**Question.** The table gives the number of electron states per energy in GaP, computed with a hybrid functional. The zero lies in mid-gap, and the highest valence level is at -1.507 eV. Near a rounded band top, this density should grow as the square root of the depth below the top.

Kohn-Sham density of states of zincblende GaP (a = 5.505 Å), computed with Ansatz 0.2.0 using PBE0, scalar-relativistic plane-wave PAW without spin polarisation, a 420 eV cutoff and a Γ-centred 6×6×6 k mesh. Tetrahedron densities are averaged over 0.2 eV bins centred on the listed energies, which count from the Fermi level; orbital columns are Löwdin projections summed over sites.

```tsv
energy (eV)	density of states total (states/eV/cell)	DOS P 3p (states/eV/cell)	DOS Ga 4p (states/eV/cell)	DOS Ga 4s (states/eV/cell)	DOS P 3s (states/eV/cell)
-4.75	1.07	0.65	0.33	0.05	0.0300
-4.55	1.17	0.72	0.36	0.05	0.0300
-4.35	1.34	0.84	0.4	0.05	0.0300
-4.15	1.49	0.96	0.44	0.04	0.0300
-3.95	1.59	1.05	0.47	0.04	0.0200
-3.75	1.54	1.03	0.44	0.03	0.0200
-3.55	1.49	1.02	0.42	0.03	0.0100
-3.35	1.46	1.02	0.39	0.02	0.0100
-3.15	1.38	0.98	0.36	0.02	0.0100
-2.95	1.32	0.96	0.33	0.01	0.0000
-2.75	1.1	0.82	0.26	0.01	0.0000
-2.55	0.7	0.53	0.16	0	0.0000
-2.35	0.52	0.4	0.11	0	0.0000
-2.15	0.42	0.33	0.08	0	0.0000
-1.95	0.3	0.24	0.05	0	0.0000
-1.75	0.1	0.08	0.01	0	0.0000
-1.55	0.01	0.01	0	0	0.0000
-1.35	0	0	0	0	0.0000
-1.15	0	0	0	0	0.0000
-0.95	0	0	0	0	0.0000
-0.75	0	0	0	0	0.0000
-0.55	0	0	0	0	0.0000
-0.35	0	0	0	0	0.0000
-0.15	0	0	0	0	0.0000
0.05	0	0	0	0	0.0000
0.25	0	0	0	0	0.0000
0.45	0	0	0	0	0.0000
0.65	0	0	0	0	0.0000
0.85	0	0	0	0	0.0000
1.05	0	0	0	0	0.0000
1.25	0	0	0	0	0.0000
1.45	0	0	0	0	0.0000
1.65	0.09	0.01	0.04	0.01	0.0200
1.85	0.29	0.04	0.11	0.06	0.0500
2.05	0.46	0.07	0.15	0.11	0.0800
2.25	0.77	0.13	0.24	0.19	0.1300
2.45	1.15	0.22	0.36	0.28	0.1700
2.65	1.6	0.34	0.5	0.38	0.2100
2.85	1.85	0.44	0.57	0.43	0.2100
3.05	1.6	0.41	0.47	0.36	0.1700
```

(a) Which valence rows break the square-root law, and by how much?
(b) What causes each break?
(c) Does the mixture of P 3p and Ga 4p break at the same rows?

**Model answer**

**(a)** The states lying above a given energy fill a small pocket around the band top. If the top is rounded, the pocket's radius grows as the square root of the depth and its volume as the power 3/2. The density, which is the growth of that volume with depth, then follows a square root. I set the scale of this law with the four rows from -1.95 to -2.55 eV, where it still misses by up to 0.11 states/eV/cell.

Two breaks stand out. At -1.75 eV the law gives 0.28, but the table has only 0.10; the row at -1.55 eV falls short in the same way. At -2.75 eV the law gives 0.65, but the table has 1.10. The second break is a shelf, not a spike, since the density then climbs above 1.3 and stays there down to -4.35 eV.

**(b)** The table's low values at the edge are set by the mesh. The program knows the levels only at mesh points and interpolates linearly between them, which turns the rounded top into a pointed one. The pocket's radius then grows in proportion to the depth, its volume as the cube and the density as the square. A squared law starts far more slowly than a square root.

This can be worked out from the computed levels alone. At the mesh points next to the top, the two upper bands lie 0.382 eV deep towards L, the zone-face centre along a cube diagonal, and 1.041 eV deep towards X, along a cube edge. The 6×6×6 mesh has 216 cells of six tetrahedra each, and 24 tetrahedra meet at the top. If the cells are split along their short diagonal, each of these 24 joins the top to two neighbours towards L and one towards X. With two bands of two electrons each, the number of states down to depth d (in eV) is

N = 4 × 24/(6 × 216) × d³/(0.382² × 1.041) ≈ 0.49 d³.

The row at -1.75 eV covers depths from 0.143 to 0.343 eV. It should therefore hold 0.49 × (0.343³ − 0.143³)/0.2 ≈ 0.09 states/eV/cell, against 0.10 in the table. No density from the table entered this estimate. It ends at a depth of 0.382 eV, where the first neighbouring mesh points are reached, so it covers only the two rows nearest the edge.

The estimate does not show that a fine mesh would restore the full square-root value. The scale of the law comes from deeper rows, and towards L the bands drop more slowly than a parabola would. The law may therefore be too high at the edge, and part of the break would then be its own.

The shelf is expected from the band's shape. As the depth grows, the pocket spreads until it meets the zone face. It should do so first at L, which lies only 1.2 eV below the top, against 2.9 eV for X. At L the upper bands stop falling along the cube diagonal but still fall away sideways, so L is a saddle point. Theory expects the density to rise steeply up to such a saddle and then to level off, which is a van Hove singularity.

The L level, at -2.694 eV, does fall in the row of the jump. So does the highest valence level a third of the way from one L point to the next, at -2.757 eV. At the mesh points, then, the highest band is nearly level along the lines that join neighbouring L points, and the points between them stand for a ninth of the zone. This places many states in one row, but a single coarse mesh cannot tell how sharp the true rise is.

**(c)** Not at the jump, where the ratio of Ga 4p to P 3p only moves from 0.30 to 0.32. More states of nearly the same kind arrive, and no new orbital enters. In the two rows nearest the edge, the Ga 4p part is too small beside the rounding to tell.

A simple model suggests why the mixture runs smoothly through the jump. The s orbitals take little part in these valence rows, so assume that each p orbital couples only to p orbitals on neighbouring atoms of the other element. Let E_P and E_Ga be the energies of the uncoupled orbitals. Because the coupling is mutual, the two shares of a state at energy E obey

(E − E_P) × P share = (E − E_Ga) × Ga share.

Close to E_P the state sits on phosphorus alone; far below both energies it is shared equally. The ratio therefore depends on energy, however many states lie there. With E_P and E_Ga fitted to the rows from -2.75 eV down, the rule predicts Ga 4p in the four rows above, where it runs from 0.05 to 0.16 states/eV/cell, to within about 0.007. A straight line for the ratio does nearly as well, so the table does not single out this formula.

The p-only rule does break across the gap, where at 1.85 eV it demands a negative ratio. There s orbitals, which it omits, make up about 38 % or more of the projected density, against at most 8 % in the valence rows listed.

**Remarks on the reasoning**

The two breaks call for different responses. A finer mesh should shrink the edge error: halving the spacing would bring the first neighbours to a quarter of the depth if the bands were parabolas, and to somewhat more in these flatter bands. The shelf should remain, perhaps with a sharper front, but no second mesh was run to confirm either. Until then, the band edge is better read from the levels than from the first non-zero row.

The printed analysis below lists the fits and their misses.

Output of the analysis:

```
square-root law at -1.55 eV, states/eV/cell: 0.1049
square-root law at -1.75 eV, states/eV/cell: 0.2849
pointed band top without fit at -1.55 eV, states/eV/cell: 0.00713
pointed band top without fit at -1.75 eV, states/eV/cell: 0.09126
largest miss of square-root law in its four fitted rows, states/eV/cell: 0.1056
square-root law at -2.75 eV, states/eV/cell: 0.6489
excess of table over square-root law at -2.75 eV, states/eV/cell: 0.4511
excess of table over square-root law at -2.95 eV, states/eV/cell: 0.6207
rise of total from -2.55 to -2.75 eV, states/eV/cell: 0.4
rise of P 3p part in the same step, states/eV/cell: 0.29
rise of Ga 4p part in the same step, states/eV/cell: 0.1
ratio Ga 4p to P 3p at -4.75 eV: 0.5077
ratio Ga 4p to P 3p at -2.75 eV: 0.3171
ratio Ga 4p to P 3p at -2.55 eV: 0.3019
ratio Ga 4p to P 3p at -1.95 eV: 0.2083
fitted constant E_P of the p-only rule, eV: -1.126
fitted constant E_Ga of the p-only rule, eV: 2.385
largest miss in Ga 4p density of p-only rule, four rows above the jump, states/eV/cell: 0.007045
same largest miss for a straight line in energy, states/eV/cell: 0.01013
ratio that the p-only rule gives at 1.85 eV: -5.561
largest s share of projected density in valence rows: 0.07547
smallest s share of projected density in conduction rows: 0.375
```
